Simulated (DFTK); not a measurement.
NaF (Villiaumite):

```
Na F
1.0
     0.00000    2.32000    2.32000
     2.32000    0.00000    2.32000
     2.32000    2.32000    0.00000
Na F
1 1
Direct
  0.00000 0.00000 0.00000
  0.50000 0.50000 0.50000
```

Base run:

- Program: DFTK 0.8.2
- Functional: PBEsol
- Potentials or basis: SG15 1.2 (PBE)
- Cutoff: 952 eV
- k mesh: 10 × 10 × 10
- Occupations: fermi-dirac, width 0.05 eV
- Spin: no spin polarisation

Its results: band gap on the k mesh 6.14 eV, direct.

Problem. After a change of settings the same cell gave: band gap on the k mesh 9.27 eV, direct. Which change was it?
A. potentials or basis from SG15 1.2 (PBE) to dojo.nc.sr.pbesol.v0_4_1.standard.upf (PBEsol); cutoff from 952 eV to 1197 eV
B. functional from PBEsol to PBE0; k mesh from 10 × 10 × 10 to 2 × 2 × 2
C. functional from PBEsol to PBE; potentials or basis from SG15 1.2 (PBE) to in-house norm-conserving set (PBE, scalar relativistic); cutoff from 952 eV to 1333 eV
D. functional from PBEsol to PBE; potentials or basis from SG15 1.2 (PBE) to dojo.nc.sr.pbe.v0_4_1.standard.upf (PBE); cutoff from 952 eV to 1197 eV

Solution. B.

Caveats: some runs use coarse meshes; the program's treatment of exact exchange at zero wave vector lowers gaps by one to five hundredths of an eV on this mesh and cutoff (some runs).

Not every run made on this cell is shown here.
